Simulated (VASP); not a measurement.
A run of VASP 6.6.1:

The input INCAR:

```
PREC = Accurate
ENCUT = 520
EDIFF = 1E-6
ISMEAR = 0
SIGMA = 0.05
LREAL = False
LASPH = True
NELM = 60
ALGO = Normal
ISIF = 2
LWAVE = False
LCHARG = False
LDIPOL = True
IDIPOL = 3
DIPOL = 0.5 0.5 0.500
GGA = PS
IBRION = 2
NSW = 100
EDIFFG = -0.015
KPAR = 8
```

KPOINTS

```
Automatic mesh
0
Gamma
  6 8 1
```

Contents of POSCAR:

```
TiO2
1.0
    4.5922000000      0.0000000000      0.0000000000
    0.0000000000      2.9574000000      0.0000000000
    0.0000000000      0.0000000000     20.0874253760
O Ti
4 2
Direct
    0.1950400000      0.5000000000      0.3982591024
    0.3049600000      0.0000000000      0.5125644430
    0.8049600000      0.5000000000      0.4874355570
    0.6950400000      0.0000000000      0.6017408976
    0.0000000000      0.0000000000      0.4428473297
    0.5000000000      0.5000000000      0.5571526703
```

Potentials or basis: VASP PAW PBE potentials, release 64 (O, Ti_sv).

Run with:

```bash
$ cat potpaw_PBE.64/O/POTCAR potpaw_PBE.64/Ti_sv/POTCAR > POTCAR
$ mpirun -np 8 vasp_std > vasp.out
```

Hardware: 8 MPI ranks on Intel(R) Xeon(R) Platinum 8488C (Sapphire Rapids) (shared host).

Estimate the wall time of this run.

Run time: 9.7 min on 8 MPI ranks on Intel(R) Xeon(R) Platinum 8488C (Sapphire Rapids), with other jobs on the host, peak memory 0.46 GiB a rank. Counts: scf iterations 277, k points 20, ion steps 29.
